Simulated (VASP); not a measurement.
# TlCl (Pm-3m) in VASP: single point with PBEsol

Aim: the single point of TlCl with PBEsol.

All numbers are computed with VASP 6.6.1; they aren't measurements. Logs are shortened: lines on timing, memory, paths and dates and some standing lists are left out, and cuts for length are marked.

### 1 The structure

The structure is cubic, space group Pm-3m (No. 221). The conventional cell has a = 3.750 Å, b = 3.750 Å, c = 3.750 Å, α = 90.00°, β = 90.00°, γ = 90.00°. Around Tl (site symmetry m-3m) lie 8 Cl at 3.25 Å. Cl (site symmetry m-3m) is surrounded by 8 Tl at 3.25 Å.

### 2 Single point, PBEsol

INCAR

```
ALGO = Normal ; EDIFF = 1E-7
ENCUT = 520 ; GGA = PS
ISIF = 2 ; ISMEAR = 0
LASPH = True ; LCHARG = False
LREAL = False ; LWAVE = False
NBANDS = 17 ; NELM = 100
PREC = Accurate ; SIGMA = 0.01
```

KPOINTS

```
k-points
0
Gamma
  6 6 6
```

POSCAR

```
TlCl
1.0
    3.7504575566      0.0000000000      0.0000000000
    0.0000000000      3.7504575566      0.0000000000
    0.0000000000      0.0000000000      3.7504575566
Tl Cl
1 1
Direct
    0.0000000000      0.0000000000      0.0000000000
    0.5000000000      0.5000000000      0.5000000000
```

Potentials or basis: VASP PAW PBE potentials, release 64 (Tl_d, Cl).

The run is started by

```console
$ cat potpaw_PBE.64/Tl_d/POTCAR potpaw_PBE.64/Cl/POTCAR > POTCAR
$ mpirun -np 1 vasp_std > vasp.out
```

OUTCAR:

```text
EDIFF = 1E-7
   ENCUT = 520
   GGA = PS
   ISIF = 2
   ISMEAR = 0
   LASPH = True
   LREAL = False
   NELM = 100
   PREC = Accurate

 ion  position               nearest neighbor table
   1  0.000  0.000  0.000-   2 3.25   2 3.25   2 3.25   2 3.25   2 3.25   2 3.25   2 3.25   2 3.25

   2  0.500  0.500  0.500-   1 3.25   1 3.25   1 3.25   1 3.25   1 3.25   1 3.25   1 3.25   1 3.25

  LATTYP: Found a simple cubic cell.
 ALAT       =     3.7504575566

  Lattice vectors:

 A1 = (   3.7504575566,   0.0000000000,   0.0000000000)
 A2 = (   0.0000000000,   3.7504575566,   0.0000000000)
 A3 = (   0.0000000000,   0.0000000000,   3.7504575566)

Analysis of symmetry for initial positions (statically):
=====================================================================
 Subroutine PRICEL returns:
 Original cell was already a primitive cell.

 Routine SETGRP: Setting up the symmetry group for a
 simple cubic supercell.

 Subroutine GETGRP returns: Found 48 space group operations
 (whereof 48 operations were pure point group operations)
 out of a pool of 48 trial point group operations.

The static configuration has the point symmetry O_h .

Analysis of symmetry for dynamics (positions and initial velocities):
=====================================================================
 Subroutine PRICEL returns:
 Original cell was already a primitive cell.

 Routine SETGRP: Setting up the symmetry group for a
 simple cubic supercell.

 Subroutine GETGRP returns: Found 48 space group operations
 (whereof 48 operations were pure point group operations)
 out of a pool of 48 trial point group operations.

The dynamic configuration has the point symmetry O_h .

 Subroutine INISYM returns: Found 48 space group operations
 (whereof 48 operations are pure point group operations),
 and found     1 'primitive' translations

----------------------------------------------------------------------------------------

                                     Primitive cell

  volume of cell :      52.7537

  direct lattice vectors                    reciprocal lattice vectors
     3.750457557  0.000000000  0.000000000     0.266634133  0.000000000  0.000000000
     0.000000000  3.750457557  0.000000000     0.000000000  0.266634133  0.000000000
     0.000000000  0.000000000  3.750457557     0.000000000  0.000000000  0.266634133

  length of vectors
     3.750457557  3.750457557  3.750457557     0.266634133  0.266634133  0.266634133

  position of ions in fractional coordinates (direct lattice)
     0.000000000  0.000000000  0.000000000
     0.500000000  0.500000000  0.500000000

  ion indices of the primitive-cell ions
   primitive index   ion index
                 1           1
                 2           2

----------------------------------------------------------------------------------------

 KPOINTS: k-points

Automatic generation of k-mesh.
 Grid dimensions read from file:
 generate k-points for:    6    6    6

 Generating k-lattice:

  Cartesian coordinates                     Fractional coordinates (reciprocal lattice)
     0.044439022  0.000000000  0.000000000     0.166666667  0.000000000  0.000000000
     0.000000000  0.044439022  0.000000000     0.000000000  0.166666667  0.000000000
     0.000000000  0.000000000  0.044439022     0.000000000  0.000000000  0.166666667

  Length of vectors
     0.044439022  0.044439022  0.044439022

  Shift w.r.t. Gamma in fractional coordinates (k-lattice)
     0.000000000  0.000000000  0.000000000

 Subroutine IBZKPT returns following result:
 ===========================================

 Found     20 irreducible k-points:

 Following reciprocal coordinates:
            Coordinates               Weight
  0.000000  0.000000  0.000000      1.000000
  0.166667  0.000000  0.000000      6.000000
  0.333333  0.000000  0.000000      6.000000
  0.500000  0.000000  0.000000      3.000000
  0.166667  0.166667  0.000000     12.000000
  0.333333  0.166667  0.000000     24.000000
[... 12 lines left out ...]
  0.500000  0.500000  0.333333      6.000000
  0.500000  0.500000  0.500000      1.000000
   k-points           NKPTS =     20   k-points in BZ     NKDIM =     20   number of bands    NBANDS=     17
   number of dos      NEDOS =    301   number of ions     NIONS =      2
   total plane-waves  NPLWV =  21952
   dimension x,y,z NGX =    28 NGY =   28 NGZ =   28
   dimension x,y,z NGXF=    56 NGYF=   56 NGZF=   56
   ions per type =               1   1
   NGX,Y,Z   is equivalent  to a cutoff of  12.41, 12.41, 12.41 a.u.
   NGXF,Y,Z  is equivalent  to a cutoff of  24.82, 24.82, 24.82 a.u.
 SYSTEM =  unknown system
   PREC   = accura    normal or accurate (medium, high low for compatibility)
   ISTART =      0    job   : 0-new  1-cont  2-samecut
   ICHARG =      2    charge: 1-file 2-atom 10-const
   ISPIN  =      1    spin polarized calculation?
   LNONCOLLINEAR =      F non collinear calculations
   LSORBIT =      F    spin-orbit coupling
   LASPH  =      T    aspherical Exc in radial PAW
   ENCUT  =  520.0 eV  38.22 Ry    6.18 a.u.   6.97  6.97  6.97*2*pi/ulx,y,z
   NELM   =    100;   NELMIN=  2; NELMDL= -5     # of ELM steps
   EDIFF  = 0.1E-06   stopping-criterion for ELM
   LREAL  =      F    real-space projection
   EDIFFG = 0.1E-05   stopping-criterion for IOM
   NSW    =      0    number of steps for IOM
   IBRION =     -1    ionic relax: 0-MD 1-quasi-New 2-CG
   NFREE  =      0    steps in history (QN), initial steepest desc. (CG)
   ISIF   =      2    stress and relaxation
   ISYM   =      2    0-nonsym 1-usesym 2-fastsym
   POTIM  = 0.5000    time-step for ionic-motion
   TEBEG  =    0.0;   TEEND  =   0.0 temperature during run
   PSTRESS=    0.0 pullay stress
   NELECT =      20.0000    total number of electrons
   NUPDOWN=      -1.0000    fix difference up-down
   EMIN   =  10.00;   EMAX   =-10.00  energy-range for DOS
   EFERMI =   0.00;   METHOD = LEGACY
   ISMEAR =     0;   SIGMA  =   0.01  broadening in eV -4-tet -1-fermi 0-gaus
   EFERMI_NEDOS =   21; number of points for ismear=-14 and -15
   IALGO  =     38    algorithm
   IMIX   =      4    mixing-type and parameters
     AMIX     =   0.40;   BMIX     =  1.00
     AMIX_MAG =   1.60;   BMIX_MAG =  1.00
  volume/ion in A,a.u.               =      26.38       178.00
  Fermi-wavevector in a.u.,A,eV,Ry     =   1.184861  2.239062 19.101145  1.403895
  Thomas-Fermi vector in A             =   2.321066
   LORBIT       =      0    0 simple, 1 ext, 2 COOP (PROOUT), +10 PAW based schemes
   GGA     = PS    functional components
   LHFCALC =     F    Hartree Fock is set to
   AEXX    =    0.0000 exact exchange contribution
   IVDW    =     0    specifies the selected vdW correction
   LEPSILON=     F    determine dielectric tensor
   LRPA    =     F    only Hartree local field effects (RPA)
 non-spin polarized calculation
 Gauss-broadening in eV      SIGMA  =   0.01
  energy-cutoff  :      520.00
  volume of cell :       52.75
 maximum number of plane-waves:      1452
 NGX is ok and might be reduce to    28
   NGX = 13   NGY = 13   NGZ = 13

 number of electron      20.0000009 magnetization

 Free energy of the ion-electron system (eV)
  ---------------------------------------------------
  ext. energy  EPLUGINS =         0.00000000
  ---------------------------------------------------
  free energy    TOTEN  =        -6.46754735 eV

  energy without entropy =       -6.46754735  energy(sigma->0) =       -6.46754735

 E-fermi :   3.4948     XC(G=0):  -9.6947

 val. band max:        3.3828935602   @ k =   0.5000   0.0000   0.0000
 cond. band min:       5.1408396534   @ k =   0.5000   0.0000   0.0000
 fundamental gap:      1.7579460932
 Fermi energy:         3.4948150135

 k-point     1 :       0.0000    0.0000    0.0000
  band No.  band energies     occupation
      1     -10.8288      2.00000
      2      -6.6879      2.00000
      3      -6.6879      2.00000
      4      -6.3879      2.00000
      5      -6.3879      2.00000
      6      -6.3879      2.00000
[... 9 lines left out ...]
     16      16.4340      0.00000
     17      17.5746      0.00000

 k-point     2 :       0.1667    0.0000    0.0000
  band No.  band energies     occupation
      1     -10.7534      2.00000
      2      -6.6829      2.00000
      3      -6.6350      2.00000
      4      -6.4149      2.00000
      5      -6.4149      2.00000
      6      -6.3855      2.00000
[... 9 lines left out ...]
     16      17.3986      0.00000
     17      17.4167      0.00000

 k-point     3 :       0.3333    0.0000    0.0000
  band No.  band energies     occupation
      1     -10.5930      2.00000
      2      -6.6730      2.00000
      3      -6.5366      2.00000
      4      -6.4678      2.00000
      5      -6.4678      2.00000
      6      -6.3806      2.00000
[... 9 lines left out ...]
     16      15.6637      0.00000
     17      17.4764      0.00000

 k-point     4 :       0.5000    0.0000    0.0000
  band No.  band energies     occupation
      1     -10.5073      2.00000
      2      -6.6680      2.00000
      3      -6.4938      2.00000
      4      -6.4938      2.00000
      5      -6.4930      2.00000
      6      -6.3781      2.00000
[... 9 lines left out ...]
     16      17.4430      0.00000
     17      17.5964      0.00000
[... 263 lines left out ...]
      1     -10.2533      2.00000
      2      -6.5954      2.00000
      3      -6.5552      2.00000
      4      -6.4991      2.00000
      5      -6.3959      2.00000
      6      -6.3334      2.00000
[... 9 lines left out ...]
     16      15.6544      0.00000
     17      20.1884      0.00000

 k-point    19 :       0.5000    0.5000    0.3333
  band No.  band energies     occupation
      1     -10.1974      2.00000
      2      -6.5905      2.00000
      3      -6.5905      2.00000
      4      -6.5705      2.00000
      5      -6.3638      2.00000
      6      -6.2959      2.00000
[... 9 lines left out ...]
     16      16.0123      0.00000
     17      20.3984      0.00000

 k-point    20 :       0.5000    0.5000    0.5000
  band No.  band energies     occupation
      1     -10.1320      2.00000
      2      -6.6306      2.00000
      3      -6.6306      2.00000
      4      -6.6306      2.00000
      5      -6.2945      2.00000
      6      -6.2945      2.00000
[... 9 lines left out ...]
     16      16.4062      0.00000
     17      20.5196      0.00000

------------------------ aborting loop because EDIFF is reached ----------------------------------------

  FORCE on cell =-STRESS in cart. coord.  units (eV):
  Direction    XX          YY          ZZ          XY          YZ          ZX
  --------------------------------------------------------------------------------------
  -------------------------------------------------------------------------------------
  Total        0.1343848      0.1343848      0.1343848      0.0000000     -0.0000000     -0.0000000
  in kB        4.0813901      4.0813901      4.0813901      0.0000000     -0.0000000     -0.0000000
  external PRESSURE =       4.0813901 kB  Pullay stress =       0.0000000 kB

 VOLUME and BASIS-vectors are now :
 -----------------------------------------------------------------------------
  energy-cutoff  :      520.00
  volume of cell :       52.75
      direct lattice vectors                 reciprocal lattice vectors
     3.750457557  0.000000000  0.000000000     0.266634133  0.000000000  0.000000000
     0.000000000  3.750457557  0.000000000     0.000000000  0.266634133  0.000000000
     0.000000000  0.000000000  3.750457557     0.000000000  0.000000000  0.266634133

 POSITION                                       TOTAL-FORCE (eV/Angst)
 -----------------------------------------------------------------------------------
      0.00000      0.00000      0.00000         0.000000      0.000000      0.000000
      1.87523      1.87523      1.87523         0.000000      0.000000      0.000000
 -----------------------------------------------------------------------------------
    total drift:                               -0.000000      0.000000      0.000000

  FREE ENERGIE OF THE ION-ELECTRON SYSTEM (eV)
  ---------------------------------------------------
  free  energy   TOTEN  =        -6.4675473535 eV

  energy  without entropy=       -6.4675473535  energy(sigma->0) =       -6.46754735
```

It took 7.7 s on 1 thread of Intel Xeon 6975P-C (Granite Rapids), shared host; peak memory 0.16 GiB.

Results:

```yaml
Free_energy: -6.4675 eV
Pressure: 0.4 GPa
Band_gap_on_the_k_mesh: 1.76 eV, direct
```

Caveat: the PAW data sets were made with another functional, which shifts forces and pressure a little; spin-orbit coupling is left out, which as a rule narrows the gap of such compounds by several tenths of an eV. As with any semilocal functional, this PBEsol gap is likely too small.
